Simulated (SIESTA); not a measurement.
TiAl:

```xyz
2
Lattice="3.1791 0.0000 0.0000 0.0000 3.1791 0.0000 0.0000 0.0000 3.1791" Properties=species:S:1:pos:R:3 pbc="T T T"
Ti    0.0000    0.0000    0.0000
Al    1.5895    1.5895    1.5895
```

The cell comes from a database or a generator and needn't be the stable form of this composition.

```yaml
Program: SIESTA 5.4.2
Task: single point
Functional: PBE
Potentials_or_basis: PseudoDojo 0.4 standard (PBE files)
Basis: DZP (energy shift 0.003 Ry; two zetas on semicore shells)
Grid_cutoff: 800 Ry
Energy_shift: 0.003 Ry
k_mesh: 8 × 8 × 8
Occupations: fermi-dirac, width 0.05 eV
Spin: no spin polarisation
```

On this cell: pressure 1.3 GPa; largest force zero by symmetry; band gap on the k mesh none (metal or under the smearing width).

The same run follows on a disturbed copy (atoms moved at random, drawn with an rms of 0.05 Å):

```
Ti Al
1.0
     3.17906    0.00000    0.00000
     0.00000    3.17906    0.00000
     0.00000    0.00000    3.17906
Ti Al
1 1
Direct
  0.99886 0.00758 0.00170
  0.50931 0.50647 0.50062
```

**Question.** What changes?

**Answer.** The energy (extrapolated to zero smearing) moves by +1.9 meV/atom; pressure 1.3 GPa; largest force 0.226 eV/Å; band gap on the k mesh none (metal or under the smearing width).

Forces on the atoms (eV/Å):
```
Ti   0.224 -0.024 -0.024
Al  -0.223  0.023  0.023
```

Caveats: the basis of atomic orbitals isn't converged, which shifts pressures, moduli and gaps.
